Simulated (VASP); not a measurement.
# Al (Im-3m) in VASP: notebook

Aim: see how the results for Al move with the level of theory and the settings. Levels: PBE, PBE+D3(BJ). Tasks: relaxation of cell and atoms.

Program: VASP 6.6.1. These are calculated values, not measurements. Logs are shortened: lines on timing, memory, paths and dates and some standing lists are left out, and cuts for length are marked.

## 1. The structure

Symmetry: Im-3m, No. 229, cubic system. Conventional cell: a = 3.214 Å, b = 3.214 Å, c = 3.214 Å, α = 90.00°, β = 90.00°, γ = 90.00°. Al (site symmetry m-3m) has 8 Al at 2.78 Å as nearest neighbours.

This isn't the form of Al at room conditions, which is fcc.

## 2. Relaxation of cell and atoms, PBE

INCAR

```
PREC = Accurate
ENCUT = 600
EDIFF = 1E-7
ISMEAR = 0
SIGMA = 0.1
LREAL = F
LASPH = T
NELM = 100
ALGO = Normal
ISIF = 3
LWAVE = F
LCHARG = F
GGA = PE
IBRION = 2
NSW = 90
EDIFFG = -0.005
```

KPOINTS

```
regular mesh
0
Gamma
  18 18 18
```

POSCAR

```
Al
1.0
   -1.6070005800      1.6070005800      1.6070005800
    1.6070005800     -1.6070005800      1.6070005800
    1.6070005800      1.6070005800     -1.6070005800
Al
1
Direct
    0.0000000000      0.0000000000      0.0000000000
```

Potentials or basis: VASP PAW PBE potentials, release 64 (Al).

Launch:

```console
$ cat potpaw_PBE.64/Al/POTCAR > POTCAR
$ mpirun -np 1 vasp_std > vasp.out
```

OUTCAR:

```text
PREC = Accurate
   ENCUT = 600
   EDIFF = 1E-7
   ISMEAR = 0
   LREAL = F
   LASPH = T
   NELM = 100
   ISIF = 3
   GGA = PE
   IBRION = 2
   NSW = 90
   EDIFFG = -0.005

 ion  position               nearest neighbor table
   1  0.000  0.000  0.000-

  LATTYP: Found a body centered cubic cell.
 ALAT       =     3.2140011600

  Lattice vectors:

 A1 = (  -1.6070005800,   1.6070005800,   1.6070005800)
 A2 = (   1.6070005800,  -1.6070005800,   1.6070005800)
 A3 = (   1.6070005800,   1.6070005800,  -1.6070005800)

Analysis of symmetry for initial positions (statically):
=====================================================================
 Subroutine PRICEL returns:
 Original cell was already a primitive cell.

 Routine SETGRP: Setting up the symmetry group for a
 body centered cubic supercell.

 Subroutine GETGRP returns: Found 48 space group operations
 (whereof 48 operations were pure point group operations)
 out of a pool of 48 trial point group operations.

The static configuration has the point symmetry O_h .

Analysis of symmetry for dynamics (positions and initial velocities):
=====================================================================
 Subroutine PRICEL returns:
 Original cell was already a primitive cell.

 Routine SETGRP: Setting up the symmetry group for a
 body centered cubic supercell.

 Subroutine GETGRP returns: Found 48 space group operations
 (whereof 48 operations were pure point group operations)
 out of a pool of 48 trial point group operations.

The dynamic configuration has the point symmetry O_h .

 Subroutine INISYM returns: Found 48 space group operations
 (whereof 48 operations are pure point group operations),
 and found     1 'primitive' translations

----------------------------------------------------------------------------------------

                                     Primitive cell

  volume of cell :      16.6000

  direct lattice vectors                    reciprocal lattice vectors
    -1.607000580  1.607000580  1.607000580     0.000000000  0.311138656  0.311138656
     1.607000580 -1.607000580  1.607000580     0.311138656  0.000000000  0.311138656
     1.607000580  1.607000580 -1.607000580     0.311138656  0.311138656  0.000000000

  length of vectors
     2.783406652  2.783406652  2.783406652     0.440016507  0.440016507  0.440016507

  position of ions in fractional coordinates (direct lattice)
     0.000000000  0.000000000  0.000000000

  ion indices of the primitive-cell ions
   primitive index   ion index
                 1           1

----------------------------------------------------------------------------------------

 KPOINTS: regular mesh

Automatic generation of k-mesh.
 Grid dimensions read from file:
 generate k-points for:   18   18   18

 Generating k-lattice:

  Cartesian coordinates                     Fractional coordinates (reciprocal lattice)
     0.000000000  0.017285481  0.017285481     0.055555556  0.000000000  0.000000000
     0.017285481  0.000000000  0.017285481     0.000000000  0.055555556  0.000000000
     0.017285481  0.017285481  0.000000000     0.000000000  0.000000000  0.055555556

  Length of vectors
     0.024445361  0.024445361  0.024445361

  Shift w.r.t. Gamma in fractional coordinates (k-lattice)
     0.000000000  0.000000000  0.000000000

 Subroutine IBZKPT returns following result:
 ===========================================

 Found    195 irreducible k-points:

 Following reciprocal coordinates:
            Coordinates               Weight
  0.000000  0.000000  0.000000      1.000000
  0.055556  0.000000  0.000000     12.000000
  0.111111  0.000000  0.000000     12.000000
  0.166667  0.000000  0.000000     12.000000
  0.222222  0.000000  0.000000     12.000000
  0.277778  0.000000  0.000000     12.000000
[... 16 lines left out ...]
  0.333333  0.111111  0.000000     48.000000
  0.388889  0.111111  0.000000     48.000000
 [... further k-points ...]
   k-points           NKPTS =    195   k-points in BZ     NKDIM =    195   number of bands    NBANDS=      5
   number of dos      NEDOS =    301   number of ions     NIONS =      1
   total plane-waves  NPLWV =  13824
   dimension x,y,z NGX =    24 NGY =   24 NGZ =   24
   dimension x,y,z NGXF=    48 NGYF=   48 NGZF=   48
   ions per type =               1
   NGX,Y,Z   is equivalent  to a cutoff of  14.33, 14.33, 14.33 a.u.
   NGXF,Y,Z  is equivalent  to a cutoff of  28.67, 28.67, 28.67 a.u.
 SYSTEM =  unknown system
   PREC   = accura    normal or accurate (medium, high low for compatibility)
   ISTART =      0    job   : 0-new  1-cont  2-samecut
   ICHARG =      2    charge: 1-file 2-atom 10-const
   ISPIN  =      1    spin polarized calculation?
   LNONCOLLINEAR =      F non collinear calculations
   LSORBIT =      F    spin-orbit coupling
   LASPH  =      T    aspherical Exc in radial PAW
   ENCUT  =  600.0 eV  44.10 Ry    6.64 a.u.   5.56  5.56  5.56*2*pi/ulx,y,z
   NELM   =    100;   NELMIN=  2; NELMDL= -5     # of ELM steps
   EDIFF  = 0.1E-06   stopping-criterion for ELM
   LREAL  =      F    real-space projection
   EDIFFG = -.5E-02   stopping-criterion for IOM
   NSW    =     90    number of steps for IOM
   IBRION =      2    ionic relax: 0-MD 1-quasi-New 2-CG
   NFREE  =      1    steps in history (QN), initial steepest desc. (CG)
   ISIF   =      3    stress and relaxation
   ISYM   =      2    0-nonsym 1-usesym 2-fastsym
   POTIM  = 0.5000    time-step for ionic-motion
   TEBEG  =    0.0;   TEEND  =   0.0 temperature during run
   PSTRESS=    0.0 pullay stress
   NELECT =       3.0000    total number of electrons
   NUPDOWN=      -1.0000    fix difference up-down
   EMIN   =  10.00;   EMAX   =-10.00  energy-range for DOS
   EFERMI =   0.00;   METHOD = LEGACY
   ISMEAR =     0;   SIGMA  =   0.10  broadening in eV -4-tet -1-fermi 0-gaus
   EFERMI_NEDOS =   21; number of points for ismear=-14 and -15
   IALGO  =     38    algorithm
   IMIX   =      4    mixing-type and parameters
     AMIX     =   0.40;   BMIX     =  1.00
     AMIX_MAG =   1.60;   BMIX_MAG =  1.00
  volume/ion in A,a.u.               =      16.60       112.02
  Fermi-wavevector in a.u.,A,eV,Ry     =   0.925577  1.749087 11.656013  0.856693
  Thomas-Fermi vector in A             =   2.051446
   LORBIT       =      0    0 simple, 1 ext, 2 COOP (PROOUT), +10 PAW based schemes
   GGA     = PE    functional components
   LHFCALC =     F    Hartree Fock is set to
   AEXX    =    0.0000 exact exchange contribution
   IVDW    =     0    specifies the selected vdW correction
   LEPSILON=     F    determine dielectric tensor
   LRPA    =     F    only Hartree local field effects (RPA)
 conjugate gradient relaxation of ions
 non-spin polarized calculation
 Gauss-broadening in eV      SIGMA  =   0.10
  energy-cutoff  :      600.00
  volume of cell :       16.60
 maximum number of plane-waves:       586
 NGX is ok and might be reduce to    24
   NGX = 11   NGY = 11   NGZ = 11

--------------------------------------- Ionic step        1  -------------------------------------------

 number of electron       3.0000000 magnetization

 Free energy of the ion-electron system (eV)
  ---------------------------------------------------
  ext. energy  EPLUGINS =         0.00000000
  ---------------------------------------------------
  free energy    TOTEN  =        -3.65140309 eV

  energy without entropy =       -3.64971889  energy(sigma->0) =       -3.65056099

------------------------ aborting loop because EDIFF is reached ----------------------------------------

  FORCE on cell =-STRESS in cart. coord.  units (eV):
  Direction    XX          YY          ZZ          XY          YZ          ZX
  --------------------------------------------------------------------------------------
  -------------------------------------------------------------------------------------
  Total        0.1507040      0.1507040      0.1507040      0.0000000      0.0000000     -0.0000000
  in kB       14.5454572     14.5454572     14.5454572      0.0000000      0.0000000     -0.0000000
  external PRESSURE =      14.5454572 kB  Pullay stress =       0.0000000 kB

 VOLUME and BASIS-vectors are now :
 -----------------------------------------------------------------------------
  energy-cutoff  :      600.00
  volume of cell :       16.60
      direct lattice vectors                 reciprocal lattice vectors
    -1.607000580  1.607000580  1.607000580     0.000000000  0.311138656  0.311138656
     1.607000580 -1.607000580  1.607000580     0.311138656  0.000000000  0.311138656
     1.607000580  1.607000580 -1.607000580     0.311138656  0.311138656  0.000000000
[... 36 lines left out ...]
 POSITION                                       TOTAL-FORCE (eV/Angst)
 -----------------------------------------------------------------------------------
      1.61868      1.61868      1.61868         0.000000     -0.000000     -0.000000
 -----------------------------------------------------------------------------------
    total drift:                               -0.000000      0.000000     -0.000000

  FREE ENERGIE OF THE ION-ELECTRON SYSTEM (eV)
  ---------------------------------------------------
  free  energy   TOTEN  =        -3.6528781577 eV

  energy  without entropy=       -3.6513086483  energy(sigma->0) =       -3.65209340

--------------------------------------- Ionic step        3  -------------------------------------------

 number of electron       3.0000000 magnetization

 Free energy of the ion-electron system (eV)
  ---------------------------------------------------
  ext. energy  EPLUGINS =         0.00000000
  ---------------------------------------------------
  free energy    TOTEN  =        -3.65289053 eV

  energy without entropy =       -3.65131512  energy(sigma->0) =       -3.65210282

 E-fermi :   7.7408     XC(G=0): -10.1074

 val. band max:        7.6721858076   @ k =   0.2778   0.1111   0.1111
 cond. band min:       7.7485644774   @ k =   0.2778   0.1667   0.0556
 fundamental gap:      0.0763786698
 Fermi energy:         7.7407831290

 k-point     1 :       0.0000    0.0000    0.0000
  band No.  band energies     occupation
      1      -3.2194      2.00000
      2      20.8450      0.00000
      3      20.8450      0.00000
      4      20.8450      0.00000
      5      22.0586      0.00000

 k-point     2 :       0.0556    0.0000    0.0000
  band No.  band energies     occupation
      1      -3.1321      2.00000
      2      19.6484      0.00000
      3      20.1022      0.00000
      4      20.4817      0.00000
      5      21.7215      0.00000

 k-point     3 :       0.1111    0.0000    0.0000
  band No.  band energies     occupation
      1      -2.8704      2.00000
      2      17.5459      0.00000
      3      19.1002      0.00000
      4      19.6788      0.00000
      5      20.9665      0.00000
[... 153 lines left out ...]
 k-point    23 :       0.3333    0.1111    0.0000
  band No.  band energies     occupation
      1       1.2545      2.00000
      2       7.2700      2.00000
      3      13.0203      0.00000
      4      15.8385      0.00000
      5      19.2515      0.00000

 k-point    24 :       0.3889    0.1111    0.0000
  band No.  band energies     occupation
      1       2.5166      2.00000
      2       5.5490      2.00000
      3      12.7836      0.00000
      4      15.6143      0.00000
      5      19.0240      0.00000

 [... further k-points ...]
[... 5 lines left out ...]
  --------------------------------------------------------------------------------------
  -------------------------------------------------------------------------------------
  Total        0.0001532      0.0001532      0.0001532     -0.0000000      0.0000000     -0.0000000
  in kB        0.0144975      0.0144975      0.0144975     -0.0000000      0.0000000     -0.0000000
  external PRESSURE =       0.0144975 kB  Pullay stress =       0.0000000 kB

 VOLUME and BASIS-vectors are now :
 -----------------------------------------------------------------------------
  energy-cutoff  :      600.00
  volume of cell :       16.93
      direct lattice vectors                 reciprocal lattice vectors
    -1.617701586  1.617701586  1.617701586     0.000000000  0.309080491  0.309080491
     1.617701586 -1.617701586  1.617701586     0.309080491  0.000000000  0.309080491
     1.617701586  1.617701586 -1.617701586     0.309080491  0.309080491  0.000000000

 POSITION                                       TOTAL-FORCE (eV/Angst)
 -----------------------------------------------------------------------------------
      0.00000      0.00000      0.00000         0.000000      0.000000      0.000000
 -----------------------------------------------------------------------------------
    total drift:                                0.000000     -0.000000     -0.000000

  FREE ENERGIE OF THE ION-ELECTRON SYSTEM (eV)
  ---------------------------------------------------
  free  energy   TOTEN  =        -3.6528905291 eV

  energy  without entropy=       -3.6513151182  energy(sigma->0) =       -3.65210282

 reached required accuracy - stopping structural energy minimisation
```

Wall time 13 s (1 thread of Intel Xeon Platinum 8559C (Emerald Rapids), shared host); peak memory 0.14 GiB.

Results:

* Free energy: -3.6529 eV
* Relaxed volume: 16.93 Å³/atom
* Relaxed cell: a = 2.802 Å, b = 2.802 Å, c = 2.802 Å, α = 109.47°, β = 109.47°, γ = 109.47°
* Space group after relaxing (to 0.05 Å): Im-3m (No. 229)
* Energy gained by relaxing: 1.5 meV/atom
* Ionic steps: 3
* Pressure after relaxing: 0.0 GPa
* Band gap on the k mesh: none (metal or under the smearing width)

Step by step:
| step | energy change (eV) | largest force (eV/Å) | pressure (GPa) | volume (Å³) |
| --- | --- | --- | --- | --- |
| 1 | 0.0000 | 0.0000 | 1.45 | 16.60 |
| 2 | -0.0015 | 0.0000 | -0.13 | 16.96 |
| 3 | -0.0015 | 0.0000 | 0.00 | 16.93 |

Final structure:
```xyz
1
Lattice="-1.6177 1.6177 1.6177 1.6177 -1.6177 1.6177 1.6177 1.6177 -1.6177" Properties=species:S:1:pos:R:3 pbc="T T T"
Al    0.0000    0.0000    0.0000
```

Levels at points of the mesh, in eV from the Fermi level:
```
           k point  band 1  band 2  band 3  band 4  band 5
(0.00, 0.00, 0.00)  -10.96   13.10   13.10   13.10   14.32
(0.50, 0.00, 0.00)   -4.23   -3.84    7.96    8.20    9.79
(0.50, 0.50, 0.50)    1.82    1.82    1.82    3.02    3.02
```

[end of part 1 of 2]
